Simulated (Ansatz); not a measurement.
A run of Ansatz 0.2.0:

The input input.yaml:

```yaml
crystal:
  lattice:
    - [2.1542, 1.2437279499, 3.758]
    - [-2.1542, 1.2437279499, 3.758]
    - [0.0, -2.4874558998, 3.758]
  atoms:
    - { symbol: Sb, position: [0.76651, 0.76651, 0.76651] }
    - { symbol: Sb, position: [0.23349, 0.23349, 0.23349] }
hamiltonian:
  xc: pbesol
  pseudopotentials: { kind: paw }
kpoints:
  mp_grid: { grid: [6, 6, 6] }
scf:
  occupations: { method: fermi_dirac, width: 0.05 }
  n_extra_bands: 6
output:
  forces: true
  stress: true
  eigenvalues: true
  dos: { projected: false, de: 0.05, nscf_kmesh: { grid: [9, 9, 9] } }
```

Potentials or basis: Ansatz PAW.

Command:

```console
$ ansatz run input.yaml --threads 2 --pin off --max-ram 5632MiB --backend cpu --events-out ev --progress --plain --runs-dir out
```

Hardware: 2 threads of AMD EPYC 7R43 64-Core Processor (Zen 3), on a shared host.

**Question.** Estimate the wall time of this run.

**Answer.** Wall time 4.2 s on 2 threads of AMD EPYC 7R43 64-Core Processor (Zen 3), on a shared host, peak memory 0.38 GiB. Counts: scf iterations 7, plane waves 1195, k points 32, bands 21.
